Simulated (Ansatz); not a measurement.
TiB2:

```xyz
3
Lattice="3.0292 0.0000 0.0000 -1.5146 2.6234 0.0000 0.0000 0.0000 3.2284" Properties=species:S:1:pos:R:3 pbc="T T T"
Ti    0.0000    0.0000    0.0000
B     1.5146    0.8745    1.6142
B     0.0000    1.7489    1.6142
```

* Program: Ansatz 0.2.0
* Task: relaxation of cell and atoms
* Functional: LDA
* Potentials or basis: Ansatz PAW
* Cutoff: 420 eV (not typed: the program's choice for these potentials)
* k mesh: 10 × 10 × 8
* Occupations: fermi-dirac, width 0.05 eV
* Spin: no spin polarisation
* Hubbard terms: Ti d U = 8 eV

At the start: volume 8.55 Å³/atom.

Task: How do energy, volume and symmetry change on relaxing?

Result: It ends after 5 steps and the volume is 8.46 Å³/atom (-1.1 %); space group P6/mmm (No. 191, to 0.05 Å).

Step by step:
| step | energy change (eV) | largest force (eV/Å) | volume (Å³) |
| --- | --- | --- | --- |
| 1 | 0.0000 | 0.0000 | 25.66 |
| 2 | -0.0096 | 0.0000 | 25.49 |
| 3 | -0.0101 | 0.0000 | 25.40 |
| 4 | -0.0101 | 0.0000 | 25.39 |
| 5 | -0.0097 | 0.0000 | 25.39 |

Final structure:
```
CELL_PARAMETERS angstrom
3.00144 0.00000 0.00000
-1.50072 2.59932 0.00000
0.00000 0.00000 3.25386
ATOMIC_POSITIONS crystal
Ti 0.00000 0.00000 0.00000
B 0.66667 0.33333 0.50000
B 0.33333 0.66667 0.50000
```

Caveat: the plane-wave basis is chosen anew once the cell has moved, so the energies of steps on either side of that aren't comparable; U without spin polarisation on a metal has little footing; the PAW data sets come from PBE, with cores solved anew for the run's functional, which leaves a small shift of forces and pressure; the U is typed as a test and isn't derived for this compound.
